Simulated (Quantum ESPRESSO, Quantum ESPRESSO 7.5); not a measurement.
## 2H-MoTe2, 1 layer, rectangular cell, stepped through strain along the first axis

Wanted: a table for 2H-MoTe2, 1 layer, rectangular cell against strain along the first axis, and what can be fitted to it.

Program: Quantum ESPRESSO 7.5. Level of theory: plane-wave DFT, PBE, GBRV ultrasoft pseudopotentials. Results are calculated unless marked as measured.

Report form: the programs' logs are mostly left out.

**1. The starting structure**

The cell holds 6 atoms: 4 Te and 2 Mo. Its edges and angles: a = 3.550 Å, b = 6.149 Å, c = 18.774 Å, α = 90.0°, β = 90.0°, γ = 90.0°. It derives from MoTe2. Vacuum lies along c.

Set-up: Cell and atoms are first relaxed; each strained cell is then held, the other axis too, and the atoms relax in it. A periodic run with 15 Å of vacuum in the starting cell gives the vacuum levels, and bands follow along a path.

Members -2, -1, 0, 1 and 2 took the same steps and show in the table alone.

**2. Variable-cell relaxation of the reference**

What the set-up leaves free in this member is relaxed.

File ref.relax.in:

```
&control
  prefix = 'ref.relax'
  outdir = './out'
  pseudo_dir = './pseudo'
  nstep = 80
  forc_conv_thr = 0.0004
  calculation = 'vc-relax'
  etot_conv_thr = 1e-06
/
&system
  ibrav = 0
  nat = 6
  ntyp = 2
  ecutwfc = 50
  ecutrho = 250
  occupations = 'smearing'
  smearing = 'fd'
  degauss = 0.004
/
&electrons
  conv_thr = 1e-09
  mixing_beta = 0.4
  electron_maxstep = 120
  mixing_mode = 'plain'
/
&ions
/
&cell
  cell_dofree = '2Dxy'
  press_conv_thr = 0.3
/
ATOMIC_SPECIES
  Te  127.6000  te_pbe_v1.uspp.F.UPF
  Mo  95.9500  mo_pbe_v1.uspp.F.UPF
CELL_PARAMETERS angstrom
  3.55000000000000 0.00000000000000 0.00000000000000
  0.00000000000000 6.14878036686951 0.00000000000000
  0.00000000000000 0.00000000000000 18.77410263064833
ATOMIC_POSITIONS crystal
  Te  0.999999999900 0.333333333300 0.399486470675
  Te  0.500000000000 0.833333333300 0.399486470675
  Mo  0.000000000000 0.000000000000 0.500000000000
  Mo  0.500000000000 0.500000000000 0.500000000000
  Te  0.999999999900 0.333333333300 0.600513529325
  Te  0.500000000000 0.833333333300 0.600513529325
K_POINTS automatic
  8 6 1 0 0 0
```

The run is started by

```bash
$ OMP_NUM_THREADS=1 mpirun -n 4 pw.x -nk 2 -in ref.relax.in > ref.relax.out
```

Wall time 12 min (4 MPI ranks of Arm Neoverse V2, shared host); peak memory 1.1 GiB.

Step by step:

| step | energy less that of the first step (eV) | largest force (eV/Å) | volume (Å³) |
| --- | --- | --- | --- |
| 1 | 0.0000 | 0.8337 | 409.80 |
| 2 | -0.0528 | 0.6252 | 408.93 |
| 3 | -0.0920 | 0.3873 | 408.21 |
| 4 | -0.1146 | 0.0159 | 407.69 |
| 5 | -0.1159 | 0.0101 | 408.19 |
| 6 | -0.1171 | 0.0079 | 408.75 |
| 7 | -0.1186 | 0.0065 | 409.59 |
| 8 | -0.1204 | 0.0043 | 410.85 |
| 9 | -0.1219 | 0.0011 | 412.74 |
| 10 | -0.1220 | 0.0001 | 413.62 |
| 11 | -0.1220 | 0.0001 | 413.62 |
| 12 | -0.1222 | 0.0003 | 413.62 |

| cell as run | before | after | change |
| --- | --- | --- | --- |
| a (Å) | 3.550 | 3.566 | +0.5 % |
| b (Å) | 6.149 | 6.177 | +0.5 % |

The atoms that moved most (Å, along periodic axes as changes of fractional coordinates times the final cell, across vacuum about the mean position):

| atom | dx | dy | dz | length |
| --- | --- | --- | --- | --- |
| Te6 | 0.000 | 0.000 | -0.075 | 0.075 |
| Te2 | 0.000 | 0.000 | 0.075 | 0.075 |
| Te5 | 0.000 | 0.000 | -0.075 | 0.075 |
| Te1 | 0.000 | 0.000 | 0.075 | 0.075 |

The relaxed structure:

```cif
data_structure
_symmetry_space_group_name_H-M 'P 1'
_symmetry_Int_Tables_number 1
_cell_length_a 3.5664
_cell_length_b 6.1774
_cell_length_c 18.7741
_cell_angle_alpha 90.000
_cell_angle_beta 90.000
_cell_angle_gamma 90.000
_cell_volume 413.62
loop_
_atom_site_label
_atom_site_type_symbol
_atom_site_fract_x
_atom_site_fract_y
_atom_site_fract_z
_atom_site_occupancy
Te1 Te 0.00000 0.33333 0.40350 1
Te2 Te 0.50000 0.83333 0.40350 1
Mo3 Mo 0.00000 0.00000 0.50000 1
Mo4 Mo 0.50000 0.50000 0.50000 1
Te5 Te 0.00000 0.33333 0.59650 1
Te6 Te 0.50000 0.83333 0.59650 1
```

 The last row is no step: it is a fresh SCF in the final cell with a new plane-wave basis, -0 meV from the row before.

Numbers from this step:

| Item | Value |
| --- | --- |
| free energy | -5235.1804 eV |
| Fermi energy | 1.049 eV |

**3. Relaxing the ions, -4 %**

File m0.relax.in:

```
&control
  prefix = 'm0.relax'
  outdir = './out'
  pseudo_dir = './pseudo'
  nstep = 40
  forc_conv_thr = 0.0003
  calculation = 'relax'
  tstress = .true.
/
&system
  ibrav = 0
  nat = 6
  ntyp = 2
  ecutwfc = 50
  ecutrho = 250
  occupations = 'smearing'
  smearing = 'fd'
  degauss = 0.002
/
&electrons
  conv_thr = 1e-09
  mixing_beta = 0.4
  electron_maxstep = 120
  mixing_mode = 'plain'
/
&ions
/
ATOMIC_SPECIES
  Te  127.6000  te_pbe_v1.uspp.F.UPF
  Mo  95.9500  mo_pbe_v1.uspp.F.UPF
CELL_PARAMETERS angstrom
  3.42377844192000 0.00000000000000 0.00000000000000
  0.00000000000000 6.17743994600000 0.00000000000000
  0.00000000000000 0.00000000000000 18.77410263100000
ATOMIC_POSITIONS crystal
  Te  0.999999999900 0.333331799500 0.403502200200
  Te  0.500000000000 0.833331937800 0.403502216500
  Mo  0.000000000000 0.000002960500 0.500000000000
  Mo  0.500000000000 0.500002898100 0.500000000000
  Te  0.999999999900 0.333331799500 0.596497799800
  Te  0.500000000000 0.833331937800 0.596497783500
K_POINTS automatic
  8 6 1 0 0 0
```

The run is started by

```bash
$ OMP_NUM_THREADS=1 mpirun -n 4 pw.x -nk 2 -in m0.relax.in > m0.relax.out
```

Run time: 6.4 min. Hardware: 4 MPI ranks; peak memory 1.1 GiB; 25 min of CPU time.

The steps of the relaxation:

| step | energy less that of the first step (eV) | largest force (eV/Å) |
| --- | --- | --- |
| 1 | 0.0000 | 0.4203 |
| 2 | -0.0151 | 0.2826 |
| 3 | -0.0242 | 0.1418 |
| 4 | -0.0270 | 0.0390 |
| 5 | -0.0271 | 0.0281 |
| 6 | -0.0272 | 0.0041 |

The atoms that moved most (Å):

| atom | dx | dy | dz | length |
| --- | --- | --- | --- | --- |
| Te2 | 0.000 | -0.007 | -0.028 | 0.028 |
| Te6 | 0.000 | -0.007 | 0.028 | 0.028 |
| Te5 | 0.000 | -0.007 | 0.028 | 0.028 |
| Te1 | 0.000 | -0.007 | -0.028 | 0.028 |
| Mo4 | 0.000 | 0.013 | 0.000 | 0.013 |
| Mo3 | 0.000 | 0.013 | 0.000 | 0.013 |

The relaxed structure:

```xyz
6
Lattice="3.4238 0.0000 0.0000 0.0000 6.1774 0.0000 0.0000 0.0000 18.7741" Properties=species:S:1:pos:R:3
Te    3.4238    2.0524    7.5478
Te    1.7119    5.1411    7.5478
Mo    0.0000    0.0135    9.3871
Mo    1.7119    3.1022    9.3871
Te    3.4238    2.0524   11.2263
Te    1.7119    5.1411   11.2263
```

The relaxation lowers the energy by 5 meV an atom.

Read from the output:

- free energy: -5235.0782 eV
- Fermi energy: 1.404 eV

**4. Self-consistent run, -4 %**

The self-consistent run of this member.

File m0.scf.in:

```
&control
  prefix = 'm0.scf'
  outdir = './out'
  pseudo_dir = './pseudo'
  calculation = 'scf'
  tprnfor = .true.
/
&system
  ibrav = 0
  nat = 6
  ntyp = 2
  ecutwfc = 40
  ecutrho = 200
  occupations = 'smearing'
  smearing = 'fd'
  degauss = 0.002
  nbnd = 30
/
&electrons
  conv_thr = 1e-09
  mixing_beta = 0.4
  electron_maxstep = 120
  mixing_mode = 'plain'
/
ATOMIC_SPECIES
  Te  127.6000  te_pbe_v1.uspp.F.UPF
  Mo  95.9500  mo_pbe_v1.uspp.F.UPF
CELL_PARAMETERS angstrom
  3.42377844192000 0.00000000000000 0.00000000000000
  0.00000000000000 6.17743994600000 0.00000000000000
  0.00000000000000 0.00000000000000 18.77410263100000
ATOMIC_POSITIONS crystal
  Te  0.999999999900 0.332242637200 0.402030478500
  Te  0.500000000000 0.832242600600 0.402030483900
  Mo  0.000000000000 0.002181361500 0.500000000000
  Mo  0.500000000000 0.502181496100 0.500000000000
  Te  0.999999999900 0.332242637200 0.597969521500
  Te  0.500000000000 0.832242600600 0.597969516100
K_POINTS automatic
  8 6 1 0 0 0
```

The run is started by

```bash
$ OMP_NUM_THREADS=1 mpirun -n 4 pw.x -nk 2 -in m0.scf.in > m0.scf.out
```

Run time: 62 s. Hardware: 4 MPI ranks; peak memory 0.77 GiB.

Read from the output:

| Quantity | Value |
| --- | --- |
| free energy | -5235.0527 eV |
| Fermi energy | 1.405 eV |
| valence top, on the run's zero | 0.9356 eV |
| conduction bottom, on the run's zero | 1.895 eV |
| gap by band count | 0.9593 eV |

**5. Potential by pp.x, -4 %**

plot_num = 11 writes the bare and Hartree potential, from which vacuum levels or, in a crystal, the mean potential are read.

File m0.pot.in:

```
&inputpp
  prefix = 'm0.scf'
  outdir = './out'
  filplot = 'm0.pot.dat'
  plot_num = 11
/
```

The run is started by

```bash
$ OMP_NUM_THREADS=1 mpirun -n 4 pp.x -in m0.pot.in > m0.pot.out
```

The job ended after 0.97 s (4 MPI ranks; peak memory 0.13 GiB).

This step gave:

| Quantity | Value |
| --- | --- |
| slope of the potential above | 2.22e-4 eV/Å |
| upper vacuum line continued to the top atoms, over the valence top | 4.626 eV |
| slope of the potential below | -1.50e-4 eV/Å |
| lower vacuum line continued to the bottom atoms, over the valence top | 4.627 eV |
| vacuum level at the upper face over the valence top of the mesh | 4.628 eV |
| vacuum level at the lower face over the valence top of the mesh | 4.628 eV |

Electrostatic potential energy of an electron; zero at the highest filled level of the SCF mesh. Table of potential energy, planar mean by z:

| z (Å) | potential energy, planar mean (eV) |
| --- | --- |
| 0 | 4.63 |
| 1 | 4.63 |
| 2 | 4.63 |
| 3 | 4.63 |
| 4 | 4.62 |
| 5 | 4.57 |
| 6 | 3.72 |
| 7 | 8.63 |
| 8 | 11.5 |
| 9 | -14.2 |
| 10 | -7.73 |
| 11 | 19.0 |
| 12 | 2.12 |
| 13 | 4.14 |
| 14 | 4.60 |
| 15 | 4.63 |
| 16 | 4.63 |
| 17 | 4.63 |
| 18 | 4.63 |

**6. Bands along a path, -4 %**

Bands along a path place the edges.

m0.bands.in, as its differences from the input of step 4:

```diff
@@ -1,7 +1,6 @@
 &control
-  prefix = 'm0.scf'
+  prefix = 'm0.bands'
   outdir = './out'
   pseudo_dir = './pseudo'
-  calculation = 'scf'
-  tprnfor = .true.
+  calculation = 'bands'
 /
@@ -16,6 +15,6 @@
   degauss = 0.002
-  nbnd = 30
+  nbnd = 32
 /
 &electrons
-  conv_thr = 1e-09
+  conv_thr = 1e-07
   mixing_beta = 0.4
@@ -38,3 +37,8 @@
   Te  0.500000000000 0.832242600600 0.597969516100
-K_POINTS automatic
-  8 6 1 0 0 0
+K_POINTS crystal_b
+5
+  0.0000000000 0.0000000000 0.0000000000 12
+  0.5000000000 0.0000000000 0.0000000000 12
+  0.5000000000 0.5000000000 0.0000000000 12
+  0.0000000000 0.5000000000 0.0000000000 12
+  0.0000000000 0.0000000000 0.0000000000 1
```

The run is started by

```bash
$ cp -r out/m0.scf.save out/m0.bands.save
$ cp out/m0.scf.xml out/m0.bands.xml
$ OMP_NUM_THREADS=1 mpirun -n 4 pw.x -nk 4 -in m0.bands.in > m0.bands.out
```

Run time: 63 s. Hardware: 4 MPI ranks; peak memory 0.53 GiB.

Band numbers count within the set of bands kept for display. The electronic bands at the labelled points (eV, zero at the highest filled level of the SCF mesh; v1 is the highest filled band, c1 the lowest empty one):

| point | v4 | v3 | v2 | v1 | c1 | c2 | c3 | c4 |
| --- | --- | --- | --- | --- | --- | --- | --- | --- |
| Γ | -1.04 | -0.79 | -0.77 | 0.00 | 1.45 | 1.58 | 2.90 | 3.05 |
| halfway | -1.35 | -0.86 | -0.84 | -0.19 | 1.17 | 1.42 | 1.69 | 1.73 |
| X | -1.63 | -1.63 | -0.51 | -0.51 | 1.27 | 1.27 | 1.75 | 1.75 |
| halfway | -1.77 | -1.77 | -0.44 | -0.44 | 1.32 | 1.32 | 1.87 | 1.87 |
| S | -0.88 | -0.88 | -0.48 | -0.48 | 1.35 | 1.35 | 1.68 | 1.68 |
| halfway | -1.37 | -1.37 | -0.55 | -0.55 | 1.08 | 1.08 | 1.55 | 1.55 |
| Y | -1.08 | -1.08 | -0.83 | -0.83 | 1.19 | 1.19 | 2.06 | 2.06 |
| halfway | -1.05 | -1.02 | -0.81 | -0.28 | 1.32 | 1.69 | 2.00 | 2.23 |
| Γ | -1.04 | -0.79 | -0.77 | 0.00 | 1.45 | 1.58 | 2.90 | 3.05 |

Along this path the valence top lies at Γ and the conduction bottom between Γ and X.

**7. Relaxing the ions, -3 %**

File m1.relax.in:

```
&control
  prefix = 'm1.relax'
  outdir = './out'
  pseudo_dir = './pseudo'
  nstep = 40
  forc_conv_thr = 0.0003
  calculation = 'relax'
  tstress = .true.
/
&system
  ibrav = 0
  nat = 6
  ntyp = 2
  ecutwfc = 50
  ecutrho = 250
  occupations = 'smearing'
  smearing = 'fd'
  degauss = 0.002
/
&electrons
  conv_thr = 1e-09
  mixing_beta = 0.4
  electron_maxstep = 120
  mixing_mode = 'plain'
/
&ions
/
ATOMIC_SPECIES
  Te  127.6000  te_pbe_v1.uspp.F.UPF
  Mo  95.9500  mo_pbe_v1.uspp.F.UPF
CELL_PARAMETERS angstrom
  3.45944280069000 0.00000000000000 0.00000000000000
  0.00000000000000 6.17743994600000 0.00000000000000
  0.00000000000000 0.00000000000000 18.77410263100000
ATOMIC_POSITIONS crystal
  Te  0.999999999900 0.333331799500 0.403502200200
  Te  0.500000000000 0.833331937800 0.403502216500
  Mo  0.000000000000 0.000002960500 0.500000000000
  Mo  0.500000000000 0.500002898100 0.500000000000
  Te  0.999999999900 0.333331799500 0.596497799800
  Te  0.500000000000 0.833331937800 0.596497783500
K_POINTS automatic
  8 6 1 0 0 0
```

The run is started by

```bash
$ OMP_NUM_THREADS=1 mpirun -n 4 pw.x -nk 2 -in m1.relax.in > m1.relax.out
```

Run time: 6.7 min. Hardware: 4 MPI ranks; peak memory 1.1 GiB.

Step by step:

| step | energy less that of the first step (eV) | largest force (eV/Å) |
| --- | --- | --- |
| 1 | 0.0000 | 0.3079 |
| 2 | -0.0081 | 0.2101 |
| 3 | -0.0132 | 0.1088 |
| 4 | -0.0148 | 0.0289 |
| 5 | -0.0149 | 0.0204 |
| 6 | -0.0149 | 0.0038 |

The atoms that moved most (Å):

| atom | dx | dy | dz | length |
| --- | --- | --- | --- | --- |
| Te6 | 0.000 | -0.005 | 0.021 | 0.021 |
| Te2 | 0.000 | -0.005 | -0.021 | 0.021 |
| Te1 | 0.000 | -0.005 | -0.021 | 0.021 |
| Te5 | 0.000 | -0.005 | 0.021 | 0.021 |
| Mo4 | 0.000 | 0.010 | 0.000 | 0.010 |
| Mo3 | 0.000 | 0.010 | 0.000 | 0.010 |

Final coordinates:

```xyz
6
Lattice="3.4594 0.0000 0.0000 0.0000 6.1774 0.0000 0.0000 0.0000 18.7741" Properties=species:S:1:pos:R:3
Te    3.4594    2.0541    7.5548
Te    1.7297    5.1428    7.5548
Mo    0.0000    0.0102    9.3871
Mo    1.7297    3.0989    9.3871
Te    3.4594    2.0541   11.2193
Te    1.7297    5.1428   11.2193
```

The relaxation lowers the energy by 2 meV an atom.

Read from the output:

- free energy: -5235.1246 eV
- Fermi energy: 1.294 eV

**8. Self-consistent run, -3 %**

File m1.scf.in:

```
&control
  prefix = 'm1.scf'
  outdir = './out'
  pseudo_dir = './pseudo'
  calculation = 'scf'
  tprnfor = .true.
/
&system
  ibrav = 0
  nat = 6
  ntyp = 2
  ecutwfc = 40
  ecutrho = 200
  occupations = 'smearing'
  smearing = 'fd'
  degauss = 0.002
  nbnd = 30
/
&electrons
  conv_thr = 1e-09
  mixing_beta = 0.4
  electron_maxstep = 120
  mixing_mode = 'plain'
/
ATOMIC_SPECIES
  Te  127.6000  te_pbe_v1.uspp.F.UPF
  Mo  95.9500  mo_pbe_v1.uspp.F.UPF
CELL_PARAMETERS angstrom
  3.45944280069000 0.00000000000000 0.00000000000000
  0.00000000000000 6.17743994600000 0.00000000000000
  0.00000000000000 0.00000000000000 18.77410263100000
ATOMIC_POSITIONS crystal
  Te  0.999999999900 0.332511065200 0.402407438100
  Te  0.500000000000 0.832511018100 0.402407442900
  Mo  0.000000000000 0.001644565500 0.500000000000
  Mo  0.500000000000 0.501644601200 0.500000000000
  Te  0.999999999900 0.332511065200 0.597592561900
  Te  0.500000000000 0.832511018100 0.597592557100
K_POINTS automatic
  8 6 1 0 0 0
```

The run is started by

```bash
$ OMP_NUM_THREADS=1 mpirun -n 4 pw.x -nk 2 -in m1.scf.in > m1.scf.out
```

Wall time 61 s (4 MPI ranks); peak memory 0.77 GiB; 4.1 min of CPU time.

Read from the output:

```
free energy                          : -5235.0991 eV
Fermi energy                         : 1.302 eV
valence top, on the run's zero       : 0.7313 eV
conduction bottom, on the run's zero : 1.854 eV
gap by band count                    : 1.123 eV
```

**9. Relaxing the ions, 3 %**

File m7.relax.in:

```
&control
  prefix = 'm7.relax'
  outdir = './out'
  pseudo_dir = './pseudo'
  nstep = 40
  forc_conv_thr = 0.0003
  calculation = 'relax'
  tstress = .true.
/
&system
  ibrav = 0
  nat = 6
  ntyp = 2
  ecutwfc = 50
  ecutrho = 250
  occupations = 'smearing'
  smearing = 'fd'
  degauss = 0.002
/
&electrons
  conv_thr = 1e-09
  mixing_beta = 0.4
  electron_maxstep = 120
  mixing_mode = 'plain'
/
&ions
/
ATOMIC_SPECIES
  Te  127.6000  te_pbe_v1.uspp.F.UPF
  Mo  95.9500  mo_pbe_v1.uspp.F.UPF
CELL_PARAMETERS angstrom
  3.67342895331000 0.00000000000000 0.00000000000000
  0.00000000000000 6.17743994600000 0.00000000000000
  0.00000000000000 0.00000000000000 18.77410263100000
ATOMIC_POSITIONS crystal
  Te  0.999999999900 0.333331799500 0.403502200200
  Te  0.500000000000 0.833331937800 0.403502216500
  Mo  0.000000000000 0.000002960500 0.500000000000
  Mo  0.500000000000 0.500002898100 0.500000000000
  Te  0.999999999900 0.333331799500 0.596497799800
  Te  0.500000000000 0.833331937800 0.596497783500
K_POINTS automatic
  8 6 1 0 0 0
```

The run is started by

```bash
$ OMP_NUM_THREADS=1 mpirun -n 4 pw.x -nk 2 -in m7.relax.in > m7.relax.out
```

Elapsed: 6.3 min, on 4 MPI ranks; peak memory 1.1 GiB; 25 min of CPU time.

Relaxation path:

| step | energy less that of the first step (eV) | largest force (eV/Å) |
| --- | --- | --- |
| 1 | 0.0000 | 0.2675 |
| 2 | -0.0062 | 0.1969 |
| 3 | -0.0106 | 0.1187 |
| 4 | -0.0128 | 0.0267 |
| 5 | -0.0129 | 0.0161 |
| 6 | -0.0129 | 0.0045 |

The atoms that moved most (Å):

| atom | dx | dy | dz | length |
| --- | --- | --- | --- | --- |
| Te5 | 0.000 | 0.005 | -0.020 | 0.020 |
| Te1 | 0.000 | 0.005 | 0.020 | 0.020 |
| Te2 | 0.000 | 0.005 | 0.020 | 0.020 |
| Te6 | 0.000 | 0.005 | -0.020 | 0.020 |
| Mo3 | 0.000 | -0.010 | 0.000 | 0.010 |
| Mo4 | 0.000 | -0.010 | 0.000 | 0.010 |

The relaxed structure:

```xyz
6
Lattice="3.6734 0.0000 0.0000 0.0000 6.1774 0.0000 0.0000 0.0000 18.7741" Properties=species:S:1:pos:R:3
Te    3.6734    2.0642    7.5952
Te    1.8367    5.1530    7.5952
Mo    0.0000   -0.0102    9.3871
Mo    1.8367    3.0785    9.3871
Te    3.6734    2.0642   11.1789
Te    1.8367    5.1530   11.1789
```

The relaxation lowers the energy by 2 meV an atom.

This step gave:

| Item | Value |
| --- | --- |
| free energy | -5235.1345 eV |
| Fermi energy | 0.7762 eV |

(Continued in part 2 of 2.)

[Logs are printed without paths, hosts, clocks, repeated set-up lines and the standing remarks that a program may print on its own settings, such as how far it seeks lower states.]

[Hosts, paths, dates, database ids (printed as entryN), source tags and the programs' standing remarks are cut or masked in the printed files.]

[Maps of the electrostatic potential energy from Ansatz leave out the sawtooth potential of an applied field or a dipole correction, so their vacuum need not be flat; planar profiles and work functions include it.]
